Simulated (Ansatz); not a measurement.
Crystal: HfO2.

```xyz
6
Lattice="3.5580 0.0000 0.0000 0.0000 3.5580 0.0000 0.0000 0.0000 5.1719" Properties=species:S:1:pos:R:3 pbc="T T T"
Hf    0.0000    0.0000    0.0000
Hf    1.7790    1.7790    2.5859
O     0.0000    1.7790    1.0199
O     1.7790    0.0000    1.5660
O     1.7790    0.0000    4.1519
O     0.0000    1.7790    3.6059
```

Measurements of this composition are mostly on another form, of space group No. 14.

```yaml
Program: Ansatz 0.2.0
Task: relaxation of cell and atoms
Functional: r2SCAN
Potentials_or_basis: Ansatz PAW
Cutoff: "500 eV (not typed: the program's choice for these potentials)"
k_mesh: 8 × 8 × 5
Occupations: fermi-dirac, width 0.05 eV
Spin: no spin polarisation
```

At the start: volume 10.91 Å³/atom.

Q: How do energy, volume and symmetry change on relaxing?

A: It ends after 7 steps and the volume is 11.09 Å³/atom (+1.7 %); space group P4_2/nmc (No. 137, to 0.05 Å).

The path:
| step | energy change (eV) | largest force (eV/Å) | volume (Å³) |
| --- | --- | --- | --- |
| 1 | 0.0000 | 0.0634 | 65.47 |
| 2 | -0.0118 | 0.0187 | 66.75 |
| 3 | -0.0124 | 0.0113 | 66.55 |
| 4 | -0.0124 | 0.0033 | 66.57 |
| 5 | -0.0124 | 0.0017 | 66.54 |
| 6 | -0.0124 | 0.0000 | 66.56 |
| 7 | -0.0130 | 0.0000 | 66.56 |

Final structure:
```
Hf O
1.0
     3.57683    0.00000    0.00000
     0.00000    3.57683    0.00000
     0.00000    0.00000    5.20268
Hf O
2 4
Direct
  0.00000 0.00000 0.00000
  0.50000 0.50000 0.50000
  0.00000 0.50000 0.19616
  0.50000 0.00000 0.30384
  0.50000 0.00000 0.80384
  0.00000 0.50000 0.69616
```

Caveat: the plane-wave basis is chosen anew once the cell has moved, so the energies of steps on either side of that aren't comparable; the PAW data sets come from PBE, with cores solved anew for the run's functional, which leaves a small shift of forces and pressure.
